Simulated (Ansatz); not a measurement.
Ga:

```
CELL_PARAMETERS angstrom
2.26150 -3.83050 0.00000
2.26150 3.83050 0.00000
0.00000 0.00000 4.52400
ATOMIC_POSITIONS crystal
Ga 0.34510 0.65490 0.41900
Ga 0.15490 0.84510 0.91900
Ga 0.65490 0.34510 0.58100
Ga 0.84510 0.15490 0.08100
```

Base run:

| Property | Result |
| --- | --- |
| Program | Ansatz 0.2.0 |
| Functional | LDA |
| Potentials or basis | all-electron LAPW, scalar-relativistic |
| Cutoff | 288 eV (chosen from the basis error) |
| Basis error allowed | 0.002 eV/atom |
| k mesh | 7 × 7 × 6 |
| Occupations | fermi-dirac, width 0.05 eV |
| Spin | no spin polarisation |

Its results: pressure -3.6 GPa; largest force 0.137 eV/Å.

**Question.** The run is repeated on the same cell with these changes: functional from LDA to PBEsol. What comes out?

**Answer.** Pressure -1.5 GPa; largest force 0.123 eV/Å.

PBEsol binds less tightly than LDA, so the same cell stands under more pressure.
